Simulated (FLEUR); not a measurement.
# Ge (P6_3/mmc) in FLEUR: a series of runs, part 2 of 2

FLEUR MaX-R8.1 (later development tree). Earlier steps stand in the parts before.

### Step 3. Band structure, PBEsol, spin-orbit coupling, no magnetisation

inp.xml

```xml
<?xml version="1.0" encoding="UTF-8" standalone="no"?>
<fleurInput fleurInputVersion="0.39">
   <comment>
      Ge                                                                                                  
   </comment>
   <calculationSetup>
      <cutoffs Kmax="4.56" Gmax="14.1" GmaxXC="14.1" numbands="200"/>
      <scfLoop itmax="60" minDistance="0.00001" maxIterBroyd="15" imix="Anderson" alpha="0.05" precondParam="0.0" spinf="2.0" sdNocoIR="T"/>
      <coreElectrons ctail="T" frcor="F" kcrel="0" coretail_lmax="0"/>
      <xcFunctional name="PBEs" relativisticCorrections="F"/>
      <magnetism jspins="1"/>
      <soc l_soc="T" theta="0.0" phi="0.0" spav="F"/>
      <expertModes spex="0" secvar="F"/>
      <geometryOptimization l_f="F" forcealpha="1.0" forcemix="BFGS" epsdisp="0.00001" epsforce="0.00001"/>
      <ldaU l_linMix="F" mixParam="0.05" spinf="1.0"/>
   </calculationSetup>
   <cell>
      <bzIntegration valenceElectrons="88.0" mode="hist" fermiSmearingEnergy="0.00183747">
         <kPointListSelection listName="default-1"/>
         <!-- k-points included here -->
         <xi:include xmlns:xi="http://www.w3.org/2001/XInclude" href="kpts.xml"> </xi:include>
      </bzIntegration>
      <!-- symmetry operations included here -->
      <xi:include xmlns:xi="http://www.w3.org/2001/XInclude" href="sym.xml"> </xi:include>
      <bulkLattice scale="1.0">
         <bravaisMatrix>
            <row-1>    7.5543424030371860     0.0000000000000000     0.0000000000000000</row-1>
            <row-2>   -3.7771712016130796     6.5422524300416010     0.0000000000000000</row-2>
            <row-3>    0.0000000000000000     0.0000000000000000    12.4710169182241923</row-3>
         </bravaisMatrix>
      </bulkLattice>
   </cell>
   <atomSpecies>
      <species name="Germanium (Ge)" element="Ge" atomicNumber="32">
         <mtSphere radius="2.15" gridPoints="711" logIncrement="0.017"/>
         <atomicCutoffs lmax="9" lnonsphr="9"/>
         <electronConfig flipSpins="F">
            <coreConfig>(1s1/2) (2s1/2) (2p1/2) (2p3/2)</coreConfig>
            <valenceConfig>(3s1/2) (3p1/2) (3p3/2) (4s1/2) (3d3/2) (3d5/2) (4p1/2) (4p3/2)</valenceConfig>
            <stateOccupation state="(4p1/2)" spinUp="0.333333" spinDown="0.333333"/>
            <stateOccupation state="(4p3/2)" spinUp="0.666667" spinDown="0.666667"/>
         </electronConfig>
         <energyParameters s="4" p="4" d="3" f="4"/>
         <lo type="SCLO" l="0" n="3" eDeriv="0"/>
         <lo type="SCLO" l="1" n="3" eDeriv="0"/>
         <lo type="SCLO" l="1" n="3" eDeriv="1"/>
         <lo type="HELO" l="2" n="4" eDeriv="0"/>
         <lo type="HELO" l="2" n="4" eDeriv="1"/>
         <lo type="SCLO" l="3" n="4" eDeriv="2"/>
      </species>
   </atomSpecies>
   <atomGroups>
      <atomGroup species="Germanium (Ge)">
         <relPos label="                   1">1.000/3.000 -1.000/3.000 -.0629012500</relPos>
         <relPos label="                   2">-1.000/3.000 1.000/3.000 .4370987500</relPos>
         <relPos label="                   3">1.000/3.000 -1.000/3.000 -.4370987500</relPos>
         <relPos label="                   4">-1.000/3.000 1.000/3.000 .0629012500</relPos>
         <force calculate="T" relaxXYZ="TTT"/>
      </atomGroup>
   </atomGroups>
   <output dos="F" band="F" slice="F">
      <checks vchk="F" cdinf="F"/>
      <bandDOS minEnergy="-.5*Htr" maxEnergy="0.5*Htr" sigma="0.015" storeEVData="T"/>
      <vacuumDOS vacdos="F" integ="F" star="F" nstars="0" locx1="0.0" locy1="0.0" locx2="0.0" locy2="0.0" nstm="0" tworkf="0.0"/>
      <unfoldingBand unfoldBand="F" supercellX="1" supercellY="1" supercellZ="1"/>
      <plotting iplot="0" polar="F">
         <plot TwoD="T" vec1="  1.0  0.0  0.0" vec2="  0.0  1.0  0.0" vec3="  0.0  0.0  1.0" zero="  0.0  0.0  0.0" file="plot"/>
      </plotting>
      <chargeDensitySlicing numkpt="0" minEigenval="0.0" maxEigenval="0.0" nnne="0" pallst="F"/>
      <specialOutput eonly="F"/>
      <moessbauerParams electricFieldGradient="T" isomerShift="T" coreHyperfine="T" valenceHyperfine="T"/>
      <magneticCircularDichroism mcd="F" energyLo="-10.0" energyUp="0.0"/>
   </output>
  <!-- We include the file relax.xml here to enable relaxations (see documentation) -->
  <xi:include xmlns:xi="http://www.w3.org/2001/XInclude" href="relax.xml"> <xi:fallback/> </xi:include>
</fleurInput>
```

crystal.txt

```
Ge
&input cartesian=F /
3.9975858431  0.0000000000  0.0000000000
-1.9987929216  3.4620108940  0.0000000000
0.0000000000  0.0000000000  6.5993779500
1.8897261246
1.0 1.0 1.0

4
32 0.3333333334  0.6666666668  0.9370987500
32 0.6666666668  0.3333333334  0.4370987500
32 0.3333333334  0.6666666668  0.5629012500
32 0.6666666668  0.3333333334  0.0629012500

&soc 0.0 0.0 /
&kpt div1=6 div2=6 div3=3 gamma=T /
```

inp.xml (bands)

```
<?xml version="1.0" encoding="UTF-8" standalone="no"?>
<fleurInput fleurInputVersion="0.39">
   <comment>
      Ge                                                                                                  
   </comment>
   <calculationSetup>
      <cutoffs Kmax="4.56" Gmax="14.1" GmaxXC="14.1" numbands="200"/>
      <scfLoop itmax="60" minDistance="0.00001" maxIterBroyd="15" imix="Anderson" alpha="0.05" precondParam="0.0" spinf="2.0" sdNocoIR="T"/>
      <coreElectrons ctail="T" frcor="F" kcrel="0" coretail_lmax="0"/>
      <xcFunctional name="PBEs" relativisticCorrections="F"/>
      <magnetism jspins="1"/>
      <soc l_soc="T" theta="0.0" phi="0.0" spav="F"/>
      <expertModes spex="0" secvar="F"/>
      <geometryOptimization l_f="F" forcealpha="1.0" forcemix="BFGS" epsdisp="0.00001" epsforce="0.00001"/>
      <ldaU l_linMix="F" mixParam="0.05" spinf="1.0"/>
   </calculationSetup>
   <cell>
      <bzIntegration valenceElectrons="88.0" mode="hist" fermiSmearingEnergy="0.00183747">
         <kPointListSelection listName="path-1"/>
         <!-- k-points included here -->
         <xi:include xmlns:xi="http://www.w3.org/2001/XInclude" href="kpts.xml"> </xi:include>
      </bzIntegration>
      <!-- symmetry operations included here -->
      <xi:include xmlns:xi="http://www.w3.org/2001/XInclude" href="sym.xml"> </xi:include>
      <bulkLattice scale="1.0">
         <bravaisMatrix>
            <row-1>    7.5543424030371860     0.0000000000000000     0.0000000000000000</row-1>
            <row-2>   -3.7771712016130796     6.5422524300416010     0.0000000000000000</row-2>
            <row-3>    0.0000000000000000     0.0000000000000000    12.4710169182241923</row-3>
         </bravaisMatrix>
      </bulkLattice>
   </cell>
   <atomSpecies>
      <species name="Germanium (Ge)" element="Ge" atomicNumber="32">
         <mtSphere radius="2.15" gridPoints="711" logIncrement="0.017"/>
         <atomicCutoffs lmax="9" lnonsphr="9"/>
         <electronConfig flipSpins="F">
            <coreConfig>(1s1/2) (2s1/2) (2p1/2) (2p3/2)</coreConfig>
            <valenceConfig>(3s1/2) (3p1/2) (3p3/2) (4s1/2) (3d3/2) (3d5/2) (4p1/2) (4p3/2)</valenceConfig>
            <stateOccupation state="(4p1/2)" spinUp="0.333333" spinDown="0.333333"/>
            <stateOccupation state="(4p3/2)" spinUp="0.666667" spinDown="0.666667"/>
         </electronConfig>
         <energyParameters s="4" p="4" d="3" f="4"/>
         <lo type="SCLO" l="0" n="3" eDeriv="0"/>
         <lo type="SCLO" l="1" n="3" eDeriv="0"/>
         <lo type="SCLO" l="1" n="3" eDeriv="1"/>
         <lo type="HELO" l="2" n="4" eDeriv="0"/>
         <lo type="HELO" l="2" n="4" eDeriv="1"/>
         <lo type="SCLO" l="3" n="4" eDeriv="2"/>
      </species>
   </atomSpecies>
   <atomGroups>
      <atomGroup species="Germanium (Ge)">
         <relPos label="                   1">1.000/3.000 -1.000/3.000 -.0629012500</relPos>
         <relPos label="                   2">-1.000/3.000 1.000/3.000 .4370987500</relPos>
         <relPos label="                   3">1.000/3.000 -1.000/3.000 -.4370987500</relPos>
         <relPos label="                   4">-1.000/3.000 1.000/3.000 .0629012500</relPos>
         <force calculate="T" relaxXYZ="TTT"/>
      </atomGroup>
   </atomGroups>
   <output dos="F" band="T" slice="F">
      <checks vchk="F" cdinf="F"/>
      <bandDOS minEnergy="-.5*Htr" maxEnergy="0.5*Htr" sigma="0.015" storeEVData="T"/>
      <vacuumDOS vacdos="F" integ="F" star="F" nstars="0" locx1="0.0" locy1="0.0" locx2="0.0" locy2="0.0" nstm="0" tworkf="0.0"/>
      <unfoldingBand unfoldBand="F" supercellX="1" supercellY="1" supercellZ="1"/>
      <plotting iplot="0" polar="F">
         <plot TwoD="T" vec1="  1.0  0.0  0.0" vec2="  0.0  1.0  0.0" vec3="  0.0  0.0  1.0" zero="  0.0  0.0  0.0" file="plot"/>
      </plotting>
      <chargeDensitySlicing numkpt="0" minEigenval="0.0" maxEigenval="0.0" nnne="0" pallst="F"/>
      <specialOutput eonly="F"/>
      <moessbauerParams electricFieldGradient="T" isomerShift="T" coreHyperfine="T" valenceHyperfine="T"/>
      <magneticCircularDichroism mcd="F" energyLo="-10.0" energyUp="0.0"/>
   </output>
  <!-- We include the file relax.xml here to enable relaxations (see documentation) -->
  <xi:include xmlns:xi="http://www.w3.org/2001/XInclude" href="relax.xml"> <xi:fallback/> </xi:include>
</fleurInput>
```

Potentials or basis: all-electron, FLAPW.

Command:

```bash
$ inpgen -f crystal.txt -profile fastHighL
$ # inp.xml edited to the form shown
$ fleur_MPI
$ fleur_MPI   # second run, on inp.xml (bands)
```

It took 8.3 min on 1 thread of Arm Neoverse V2, shared host; peak memory 0.23 GiB.

Results (log left out):

```
Free energy                                           : -228310.1765 eV
Band gap along the path                               : none (metal or under the smearing width)
Valence electrons inside the program's atomic spheres : Ge 19.96 (radii Ge 2.15 bohr)
```

Levels at the corners of the path, in eV from the Fermi level:
```
point  band 86  band 87  band 88  band 89  band 90  band 91
    Γ    -0.16    -0.06    -0.06     0.08     0.08     0.20
    M    -2.85    -1.46    -1.46     0.44     0.44     1.59
    K    -3.50    -3.22    -3.22     1.36     1.36     4.47
    Γ    -0.16    -0.06    -0.06     0.08     0.08     0.20
    A    -0.78    -0.78    -0.78     0.62     0.62     0.62
    L    -2.43    -2.43    -2.43     0.45     0.45     0.45
    H    -2.06    -2.02    -2.02     1.16     1.16     1.20
    A    -0.78    -0.78    -0.78     0.62     0.62     0.62
    L    -2.43    -2.43    -2.43     0.45     0.45     0.45
    M    -2.85    -1.46    -1.46     0.44     0.44     1.59
    K    -3.50    -3.22    -3.22     1.36     1.36     4.47
    H    -2.06    -2.02    -2.02     1.16     1.16     1.20
```

Core levels (eV from the Fermi level):
```csv
atom,levels
1 Ge,"1s1/2 -10944.4, 2s1/2 -1365.6, 2p1/2 -1214.5, 2p3/2 -1182.7"
2 Ge,"1s1/2 -10944.4, 2s1/2 -1365.6, 2p1/2 -1214.5, 2p3/2 -1182.7"
3 Ge,"1s1/2 -10944.4, 2s1/2 -1365.6, 2p1/2 -1214.5, 2p3/2 -1182.7"
4 Ge,"1s1/2 -10944.4, 2s1/2 -1365.6, 2p1/2 -1214.5, 2p3/2 -1182.7"
```

Caveat: spin-orbit coupling is added in second variation on a limited number of bands.
